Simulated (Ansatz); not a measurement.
**¹⁷O NMR of the central transition in Ga2O3**

Cell: an entry of the Crystallography Open Database (COD), ions relaxed with PBE at fixed cell.

```yaml
crystal:
  lattice:
    - [6.10700, -1.51855, 0.00000]
    - [6.10700, 1.51855, 0.00000]
    - [-1.38599, 0.00000, 5.63001]
  atoms:
    - { symbol: Ga, position: [0.09118, 0.09118, 0.79531] }
    - { symbol: Ga, position: [0.90882, 0.90882, 0.20469] }
    - { symbol: Ga, position: [0.65951, 0.65951, 0.31274] }
    - { symbol: Ga, position: [0.34049, 0.34049, 0.68726] }
    - { symbol: O, position: [0.16895, 0.16895, 0.10843] }
    - { symbol: O, position: [0.83105, 0.83105, 0.89157] }
    - { symbol: O, position: [0.17220, 0.17220, 0.56031] }
    - { symbol: O, position: [0.82780, 0.82780, 0.43969] }
    - { symbol: O, position: [0.49671, 0.49671, 0.25370] }
    - { symbol: O, position: [0.50329, 0.50329, 0.74630] }
```

Sites (sets of like atoms) are named by element and the number of their first atom in this list.

The numbers come from a DFT calculation in Ansatz (PBE, plane waves and PAW, with spin–orbit coupling, 420 eV cutoff, Γ-centred 10×10×6 k-points, Fermi–Dirac smearing 0.02 eV).

¹⁷O has I = 5/2 and Q = -25.58 mb (Pyykkö 2018); at 11.7 T its Larmor frequency is ν₀ = 67.6 MHz. Only the quadrupole interaction is simulated: positions count from each site's isotropic chemical shift, and J coupling is left out, as are shift anisotropy and dipolar coupling, which fast spinning averages.

Question: Give C_Q, η, the quadrupolar product P_Q = |C_Q|(1 + η²/3)^½, the second-order isotropic shift and the breadth of the pattern (fast magic-angle spinning) for each O site.

Answer: 

```csv
site,first shell,C_Q (MHz),η,P_Q (MHz),δ_QIS (ppm),breadth (kHz)
O5,3 Ga at 1.84–1.95 Å,5.09,0.42,5.24,-36.1,5.66
O7,4 Ga at 1.87–2.07 Å,-2.54,0.03,2.54,-8.50,1.24
O9,3 Ga at 1.84–1.94 Å,6.87,0.06,6.87,-62.1,9.16
```

δ_QIS = −(ν_Q²/30ν₀²)[I(I+1) − 3/4](1 + η²/3) × 10⁶ ppm with ν_Q = 3|C_Q|/[2I(2I−1)]; it falls as 1/B₀² in ppm, and the breadth as 1/B₀ in kHz.

At O5 and O9 V_zz stands upright on the plane through its three neighbours (within 1°) in each case. At O7 V_zz points along its shortest bond, to Ga (within 5°).

At this cell the PBE pressure is 8 GPa, so with PBE the cell would grow if it were relaxed.
